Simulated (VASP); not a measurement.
The system is TePb.

```
Te Pb
1.0
     0.00000    3.23100    3.23100
     3.23100    0.00000    3.23100
     3.23100    3.23100    0.00000
Te Pb
1 1
Direct
  0.50000 0.50000 0.50000
  0.00000 0.00000 0.00000
```

- Program: VASP 6.6.1
- Task: relaxation of cell and atoms
- Functional: LDA
- Potentials or basis: VASP PAW LDA potentials, release 64 (Te, Pb_d)
- Cutoff: 600 eV
- k mesh: 8 × 8 × 8
- Occupations: gaussian, width 0.03 eV
- Spin: no spin polarisation

At the start: pressure -1.6 GPa; volume 33.73 Å³/atom.

Question: Where does the relaxation end?

Answer: Over 3 steps the energy falls by 6.2 meV/atom and the volume is 32.55 Å³/atom (-3.5 %); space group Fm-3m (No. 225, to 0.05 Å).

Step by step:
```csv
step,energy change (eV),largest force (eV/Å),pressure (GPa),volume (Å³)
1,0.0000,0.0000,-1.62,67.46
2,-0.0103,0.0000,0.71,64.18
3,-0.0123,0.0000,-0.01,65.09
```

Final structure:
```
Te Pb
1.0
     0.00000    3.19278    3.19278
     3.19278    0.00000    3.19278
     3.19278    3.19278    0.00000
Te Pb
1 1
Cartesian
  3.1928 3.1928 3.1928
  0.0000 0.0000 0.0000
```
